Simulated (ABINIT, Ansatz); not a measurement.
Given: the input of a run of ABINIT 10.8.3 (patched build) on Si. Atoms were shifted at random by some hundredths of an Å from the given cell, which wasn't relaxed again for these runs. This isn't the form of Si at room conditions, which is diamond.

The input run.abi:

```
# Pseudopotentials
pp_dirpath "./"
pseudos "Si.GGA_PBE-JTH.xml"

# Structure
acell 7.7874668733 7.7874664241 5.0168260184
rprim
     1.0000000000     0.0000000000     0.0000000000
    -0.4999988155     0.8660260876     0.0000000000
     0.0000000000     0.0000000000     1.0000000000
ntypat 1
znucl 14
natom 2
typat 1 1
xcart
    -0.0437827727     4.3922215064     2.4629154140
     3.9199336800     2.2875074615     2.5306174812
chkprim 0
chksymtnons 0
tolsym 1.0e-6

# Plane-wave basis
ecut 15.0
pawecutdg 30.0
pawxcdev 0

# k points
kptopt 1
ngkpt 8 8 10
nshiftk 1
shiftk 0.0 0.0 0.0

# Exchange and correlation
ixc 11

# Bands and occupations
nband 8
occopt 3
tsmear 0.00183747

# SCF cycle
nstep 100
tolvrs 1.0e-9

# Output
iomode 3
prtwf 0
prtden 0
prteig 0
prtebands 0
enunit 1
```

Potentials or basis: JTH PAW PBE v2.0.

Run with:

```bash
$ abinit run.abi > log 2>&1
```

Problem. What does the same run look like in Ansatz 0.2.0? Potentials or basis there: Ansatz PAW (earlier soft set), cutoff 420 eV.

Solution. As run (cutoffs and basis follow the program's own potentials, and thresholds, step limits or extra output files can differ):

input.yaml

```yaml
crystal:
  lattice:
    - [4.12095, 0.0, 0.0]
    - [-2.06047, 3.56885, 0.0]
    - [0.0, 0.0, 2.65479]
  atoms:
    - { symbol: Si, position: [0.320009, 0.651264, 0.490931] }
    - { symbol: Si, position: [0.672956, 0.339184, 0.504426] }
hamiltonian:
  xc: pbe
  pseudopotentials: { kind: paw, azcp: { folder: soft_1 } }
kpoints:
  mp_grid: { grid: [8, 8, 10] }
scf:
  occupations: { method: fermi_dirac, width: 0.05 }
output:
  forces: true
  stress: true
  eigenvalues: true
```

Potentials or basis: Ansatz PAW soft_1.

Command:

```bash
$ ansatz run input.yaml --threads 1 --pin off --max-ram 3584MiB --backend cpu --events-out ev --progress --plain --runs-dir out
```

Both were run:

|  | ABINIT | Ansatz |
| --- | --- | --- |
| Pressure | 0.3 GPa | 0.3 GPa |
| Largest force | 0.900 eV/Å | 0.904 eV/Å |
| Energy over the undisturbed cell | 19.1 meV/atom | 19.2 meV/atom |

Ansatz's pressure holds a Pulay term of +0.00 GPa for its cutoff of 420 eV, which the other run lacks.

Where Ansatz's input types no cutoff or centring, it takes its own default and a Γ-centred mesh.

Pressure is positive in compression.
